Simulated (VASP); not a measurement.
VASP 6.6.1, PBE single-point calculation, SrO (strained rocksalt)

INCAR

```
LWAVE = .FALSE.
SIGMA = 0.02
IBRION = -1
GGA = PE
LCHARG = .FALSE.
ISMEAR = -1
PREC = Accurate
ENCUT = 520
LASPH = .TRUE.
EDIFF = 1E-7
NSW = 0
NELM = 120
ISIF = 2
LREAL = .FALSE.
NBANDS = 15
```

KPOINTS

```
KPOINTS created by Atomic Simulation Environment
0
Gamma
8 8 8
0 0 0
```

KPOINTS_OPT

```
special points
7
Reciprocal
0.0000000000 0.0000000000 0.0000000000 1
0.5000000000 0.0000000000 0.5000000000 1
0.6250000000 0.2500000000 0.6250000000 1
0.3750000000 0.3750000000 0.7500000000 1
0.5000000000 0.5000000000 0.5000000000 1
0.5000000000 0.2500000000 0.7500000000 1
0.0000000000 0.5000000000 0.5000000000 1
```

POSCAR

```
Sr O
 1.0000000000000000
     0.0000000000000000    2.6056912490999999    2.6056912490999999
     2.6056912490999999    0.0000000000000000    2.6056912490999999
     2.6056912490999999    2.6056912490999999    0.0000000000000000
 Sr  O
   1   1
Cartesian
  0.0000000000000000  0.0000000000000000  0.0000000000000000
  2.6056912490999999  2.6056912490999999  2.6056912490999999
```

VASP ran with the recommended PBE PAW datasets (16 valence electrons in the cell).

Command

```
mpirun -np 1 vasp_std
```

OSZICAR

```
N       E                     dE             d eps       ncg     rms          rms(c)
DAV:   1     0.669006440088E+02    0.66901E+02   -0.85443E+03   870   0.104E+03
DAV:   2    -0.111231104691E+02   -0.78024E+02   -0.71910E+02  1217   0.215E+02
DAV:   3    -0.141914197073E+02   -0.30683E+01   -0.30527E+01  1134   0.391E+01
DAV:   4    -0.142523706650E+02   -0.60951E-01   -0.60939E-01  1135   0.540E+00
DAV:   5    -0.142537615874E+02   -0.13909E-02   -0.13909E-02  1075   0.629E-01    0.153E+01
DAV:   6    -0.122178730708E+02    0.20359E+01   -0.68389E+00   884   0.192E+01    0.180E+01
DAV:   7    -0.120642507454E+02    0.15362E+00   -0.32866E-01  1024   0.500E+00    0.104E+01
DAV:   8    -0.120533732386E+02    0.10878E-01   -0.12272E-01  1080   0.353E+00    0.368E-01
DAV:   9    -0.120544561128E+02   -0.10829E-02   -0.63195E-03  1091   0.508E-01    0.235E-01
DAV:  10    -0.120549075978E+02   -0.45149E-03   -0.44046E-04   954   0.200E-01    0.918E-02
DAV:  11    -0.120550713164E+02   -0.16372E-03   -0.17387E-04   926   0.972E-02    0.279E-02
DAV:  12    -0.120550908158E+02   -0.19499E-04   -0.29041E-05   940   0.389E-02    0.238E-02
DAV:  13    -0.120550905414E+02    0.27438E-06   -0.17277E-06   996   0.117E-02    0.352E-03
DAV:  14    -0.120550902413E+02    0.30006E-06   -0.17818E-07  1107   0.320E-03    0.221E-03
DAV:  15    -0.120550902142E+02    0.27103E-07   -0.10741E-08   512   0.106E-03
   1 F= -.12055090E+02 E0= -.12055090E+02  d E =-.531239E-12
       N       E                     dE             ncg
DAV:   1     0.215064752547E+03   -0.43624E+04      210
DAV:   2    -0.266140365934E+03   -0.48121E+03      294
DAV:   3    -0.287028883854E+03   -0.20889E+02      297
DAV:   4    -0.287426564547E+03   -0.39768E+00      254
DAV:   5    -0.287432467264E+03   -0.59027E-02      252
DAV:   6    -0.287432669982E+03   -0.20272E-03      267
DAV:   7    -0.287432677465E+03   -0.74827E-05      245
DAV:   8    -0.287432677727E+03   -0.26191E-06      198
DAV:   9    -0.287432677735E+03   -0.84583E-08      169
```

From OUTCAR

```
k-points           NKPTS =     29   k-points in BZ     NKDIM =     29   number of bands    NBANDS=     15

   NELECT =      16.0000    total number of electrons

   dimension x,y,z NGX =    28 NGY =   28 NGZ =   28
   dimension x,y,z NGXF=    56 NGYF=   56 NGZF=   56

  energy-cutoff  :      520.00
  volume of cell :       35.38
      direct lattice vectors                 reciprocal lattice vectors
     0.000000000  2.605691249  2.605691249    -0.191887661  0.191887661  0.191887661
     2.605691249  0.000000000  2.605691249     0.191887661 -0.191887661  0.191887661
     2.605691249  2.605691249  0.000000000     0.191887661  0.191887661 -0.191887661

 k-points in reciprocal lattice and weights: KPOINTS created by Atomic Simulation Env
   0.00000000  0.00000000  0.00000000       0.002
   0.12500000  0.00000000  0.00000000       0.016
   0.25000000  0.00000000  0.00000000       0.016
   0.37500000  0.00000000  0.00000000       0.016
   0.50000000  0.00000000  0.00000000       0.008
   0.12500000  0.12500000  0.00000000       0.012
   0.25000000  0.12500000  0.00000000       0.047
   0.37500000  0.12500000  0.00000000       0.047
   ...

 E-fermi :   1.9429

 k-point     1 :       0.0000    0.0000    0.0000
  band No.  band energies     occupation
      1     -31.0555      2.00000
      2     -13.5614      2.00000
      3     -12.7323      2.00000
      4     -12.7323      2.00000
      5     -12.7323      2.00000
      6       1.4781      2.00000
      7       1.4781      2.00000
      8       1.4781      2.00000
      9       5.1801      0.00000
     10       7.5978      0.00000
     11       7.5978      0.00000
     12       7.5978      0.00000
     13       9.6760      0.00000
     14       9.6760      0.00000
     15      13.9907      0.00000

 k-point     2 :       0.1250    0.0000    0.0000
  band No.  band energies     occupation
      1     -31.0389      2.00000
      2     -13.9368      2.00000
      3     -12.7434      2.00000
      4     -12.7434      2.00000
      5     -12.3989      2.00000
      6       1.0357      2.00000
      7       1.2952      2.00000
      8       1.2952      2.00000
      9       5.8639      0.00000
     10       7.4508      0.00000
     11       7.8897      0.00000
     12       7.8897      0.00000
     13      10.0565      0.00000
     14      10.0565      0.00000
     15      14.9427      0.00000

 k-point     3 :       0.2500    0.0000    0.0000
  band No.  band energies     occupation
      1     -30.9983      2.00000
      2     -14.4833      2.00000
      3     -12.7700      2.00000
      4     -12.7700      2.00000
      5     -11.9543      2.00000
      6       0.2393      2.00000
      7       0.8987      2.00000
      8       0.8987      2.00000
      9       7.2702      0.00000
     10       7.4685      0.00000
     11       8.6795      0.00000
     12       8.6795      0.00000
     13      11.0122      0.00000
     14      11.0122      0.00000
     15      16.8092      0.00000

 k-point     4 :       0.3750    0.0000    0.0000
  band No.  band energies     occupation
      1     -30.9573      2.00000
      2     -14.8824      2.00000
      3     -12.7962      2.00000
      4     -12.7962      2.00000
      5     -11.6572      2.00000
      6      -0.3854      2.00000
      7       0.5500      2.00000
      8       0.5500      2.00000
      9       7.6470      0.00000
     10       8.8887      0.00000
     11       9.6351      0.00000
     12       9.6351      0.00000
     13      12.2091      0.00000
     14      12.2091      0.00000
     15      16.4513      0.00000

 k-point     5 :       0.5000    0.0000    0.0000
  band No.  band energies     occupation
      1     -30.9401      2.00000
      2     -15.0272      2.00000
      3     -12.8069      2.00000
      4     -12.8069      2.00000
      5     -11.5549      2.00000
      6      -0.6162      2.00000
      7       0.4164      2.00000
      8       0.4164      2.00000
      9       7.8556      0.00000
     10       9.6134      0.00000
     11      10.0938      0.00000
     12      10.0938      0.00000
     13      13.0090      0.00000
     14      13.0090      0.00000
     15      15.6758      0.00000

 k-point     6 :       0.1250    0.1250    0.0000
  band No.  band energies     occupation
      1     -31.0334      2.00000
      2     -13.9698      2.00000
      3     -12.7802      2.00000
      4     -12.7802      2.00000
      5     -12.3326      2.00000
      6       0.7533      2.00000
      7       1.4085      2.00000
      8       1.4085      2.00000
      9       5.9346      0.00000
     10       6.9466      0.00000
     11       8.2209      0.00000
     12       8.2209      0.00000
     13       9.8795      0.00000
     14      10.4307      0.00000
     15      15.2302      0.00000

 k-point     7 :       0.2500    0.1250    0.0000
  band No.  band energies     occupation
      1     -31.0011      2.00000
      2     -14.3297      2.00000
      3     -12.8248      2.00000
      4     -12.8070      2.00000
      5     -12.0729      2.00000
      6       0.2713      2.00000
      7       1.1095      2.00000
      8       1.2040      2.00000
      9       6.6751      0.00000
     10       6.9357      0.00000
     11       8.8835      0.00000
     12       9.0062      0.00000
     13      10.4476      0.00000
     14      11.2191      0.00000
     15      16.8492      0.00000

 k-point     8 :       0.3750    0.1250    0.0000
  band No.  band energies     occupation
      1     -30.9603      2.00000
      2     -14.7019      2.00000
      3     -12.8511      2.00000
      4     -12.8467      2.00000
      5     -11.8391      2.00000
      6      -0.1128      2.00000
      7       0.6698      2.00000
      8       0.8433      2.00000
      9       7.0039      0.00000
     10       8.2285      0.00000
     11       9.7222      0.00000
     12       9.8952      0.00000
     13      11.6205      0.00000
     14      12.1144      0.00000
     15      16.7015      0.00000

 k-point     9 :       0.5000    0.1250    0.0000
  band No.  band energies     occupation
      1     -30.9352      2.00000
      2     -14.9057      2.00000
      3     -12.9012      2.00000
      4     -12.8443      2.00000
      5     -11.7035      2.00000
      6      -0.3575      2.00000
      7       0.5072      2.00000
      8       0.5510      2.00000
      9       7.6618      0.00000
     10       8.7465      0.00000
     11      10.3042      0.00000
     12      10.5471      0.00000
     13      12.7728      0.00000
     14      13.0639      0.00000
     15      15.1288      0.00000

 k-point    10 :      -0.3750    0.1250    0.0000
  band No.  band energies     occupation
      1     -30.9408      2.00000
      2     -14.8749      2.00000
      3     -12.9328      2.00000
      4     -12.8082      2.00000
      5     -11.6967      2.00000
      6      -0.3564      2.00000
      7       0.4651      2.00000
      8       0.6758      2.00000
      9       7.7227      0.00000
     10       8.6632      0.00000
     11       9.8341      0.00000
     12      10.3330      0.00000
     13      12.6114      0.00000
     14      12.9447      0.00000
     15      15.3666      0.00000

 k-point    11 :      -0.2500    0.1250    0.0000
  band No.  band energies     occupation
      1     -30.9738      2.00000
      2     -14.6253      2.00000
      3     -12.9115      2.00000
      4     -12.7636      2.00000
      5     -11.8382      2.00000
      6      -0.0469      2.00000
      7       0.6212      2.00000
      8       1.0294      2.00000
      9       7.2751      0.00000
     10       7.8492      0.00000
     11       8.8758      0.00000
     12       9.6384      0.00000
     13      11.4922      0.00000
     14      11.7818      0.00000
     15      17.1472      0.00000

 k-point    12 :      -0.1250    0.1250    0.0000
  band No.  band energies     occupation
      1     -31.0143      2.00000
      2     -14.2500      2.00000
      3     -12.8330      2.00000
      4     -12.7366      2.00000
      5     -12.1165      2.00000
      6       0.4997      2.00000
      7       0.9554      2.00000
      8       1.3163      2.00000
      9       6.6379      0.00000
     10       7.1807      0.00000
     11       8.1244      0.00000
     12       8.7511      0.00000
     13      10.4005      0.00000
     14      10.8176      0.00000
     15      16.2180      0.00000

 k-point    13 :       0.2500    0.2500    0.0000
  band No.  band energies     occupation
      1     -30.9804      2.00000
      2     -14.2932      2.00000
      3     -12.8946      2.00000
      4     -12.8946      2.00000
      5     -12.1916      2.00000
      6       0.1816      2.00000
      7       1.3284      2.00000
      8       1.3284      2.00000
      9       5.8433      0.00000
     10       7.1564      0.00000
     11       9.7601      0.00000
     12       9.7601      0.00000
     13      10.4243      0.00000
     14      11.5644      0.00000
     15      18.0083      0.00000

 ...

  Total       -0.0657991     -0.0657991     -0.0657991      0.0000000      0.0000000     -0.0000000
  in kB       -2.9794207     -2.9794207     -2.9794207      0.0000000      0.0000000     -0.0000000
  external PRESSURE =      -2.9794207 kB  Pullay stress =       0.0000000 kB

 POSITION                                       TOTAL-FORCE (eV/Angst)
 -----------------------------------------------------------------------------------
      0.00000      0.00000      0.00000        -0.000000      0.000000      0.000000
      2.60569      2.60569      2.60569         0.000000     -0.000000     -0.000000
 -----------------------------------------------------------------------------------
    total drift:                                0.000000      0.000000      0.000000

  FREE ENERGIE OF THE ION-ELECTRON SYSTEM (eV)
  ---------------------------------------------------
  free  energy   TOTEN  =       -12.0550902142 eV

  energy  without entropy=      -12.0550902142  energy(sigma->0) =      -12.05509021
```

```
gap between bands v and c : 3.28 eV
least direct gap          : 3.40 eV
pressure                  : -0.3 GPa
```

Band v is the last that the valence electrons fill when counted band by band, and c is the next.

The run took about 14 s on one core of a shared host (Intel Xeon Platinum 8488C) and held 0.17 GiB at most.
